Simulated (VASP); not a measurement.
**SnO2 (Cassiterite): relaxation of cell and atoms with PBE**

Crystal: SnO2 (Cassiterite).

```xyz
6
Lattice="4.7380 0.0000 0.0000 0.0000 4.7380 0.0000 0.0000 0.0000 3.1865" Properties=species:S:1:pos:R:3 pbc="T T T"
Sn    0.0000    0.0000    0.0000
Sn    2.3690    2.3690    1.5933
O     1.4550    1.4550    0.0000
O     0.9140    3.8240    1.5933
O     3.2830    3.2830    0.0000
O     3.8240    0.9140    1.5933
```

```yaml
Program: VASP 6.6.1
Task: relaxation of cell and atoms
Functional: PBE
Potentials_or_basis: VASP PAW PBE potentials, release 64 (Sn_d, O)
Cutoff: 600 eV
k_mesh: 7 × 7 × 9
Occupations: fermi-dirac, width 0.05 eV
Spin: no spin polarisation
Further_INCAR_settings: ALGO = Fast; EDIFF = 1e-06; IBRION = 2; EDIFFG = -0.005; NSW = 60; ISIF = 3
```

| Property | Result |
| --- | --- |
| Relaxed volume | 12.61 Å³/atom |
| Relaxed cell | a = 4.830 Å, b = 4.830 Å, c = 3.242 Å, α = 90.00°, β = 90.00°, γ = 90.00° |
| Space group after relaxing (to 0.05 Å) | P4_2/mnm (No. 136) |
| Energy gained by relaxing | 23.7 meV/atom |
| Ionic steps | 14 |
| Pressure after relaxing | 0.0 GPa |
| Band gap on the k mesh | 0.64 eV, direct |

Step by step:
| step | energy change (eV) | largest force (eV/Å) | pressure (GPa) | volume (Å³) |
| --- | --- | --- | --- | --- |
| 1 | 0.0000 | 0.2935 | 11.62 | 71.53 |
| 2 | 0.0637 | 0.3624 | -10.59 | 80.86 |
| 3 | -0.1404 | 0.0645 | -0.02 | 75.52 |
| 4 | -0.1404 | 0.0584 | 0.19 | 75.44 |
| 5 | -0.1420 | 0.0040 | 0.06 | 75.58 |
| 6 | -0.1422 | 0.0158 | 0.05 | 75.63 |
| 7 | -0.1422 | 0.0182 | 0.02 | 75.64 |
| 8 | -0.1422 | 0.0181 | 0.03 | 75.64 |
| 9 | -0.1422 | 0.0018 | -0.05 | 75.67 |
| 10 | -0.1422 | 0.0002 | -0.03 | 75.67 |
| 11 | -0.1422 | 0.0019 | -0.07 | 75.67 |
| 12 | -0.1422 | 0.0010 | -0.07 | 75.67 |
| 13 | -0.1422 | 0.0010 | -0.05 | 75.67 |
| 14 | -0.1422 | 0.0010 | 0.04 | 75.63 |

Final structure:
```
Sn O
1.0
     4.83015    0.00000    0.00000
     0.00000    4.83015    0.00000
     0.00000    0.00000    3.24188
Sn O
2 4
Cartesian
  4.8301 0.0000 3.2419
  2.4151 2.4151 1.6209
  1.4805 1.4805 0.0000
  0.9345 3.8956 1.6209
  3.3496 3.3496 0.0000
  3.8956 0.9345 1.6209
```

Levels at points of the mesh, in eV from the valence-band top:
| k point | band 23 | band 24 | band 25 | band 26 | band 27 | band 28 | band 29 | band 30 |
| --- | --- | --- | --- | --- | --- | --- | --- | --- |
| (0.00, 0.00, 0.00) | -1.26 | -0.74 | -0.74 | 0.00 | 0.64 | 5.66 | 6.04 | 6.04 |

Wall time 13 min on 1 thread of Intel(R) Xeon(R) Platinum 8259CL CPU @ 2.50GHz (Skylake/Cascade Lake), with other jobs on the host, peak memory 0.28 GiB.

Caveat: spin-orbit coupling is left out, which moves the levels of the heavy elements. Zero-point motion and thermal expansion aren't in these numbers.
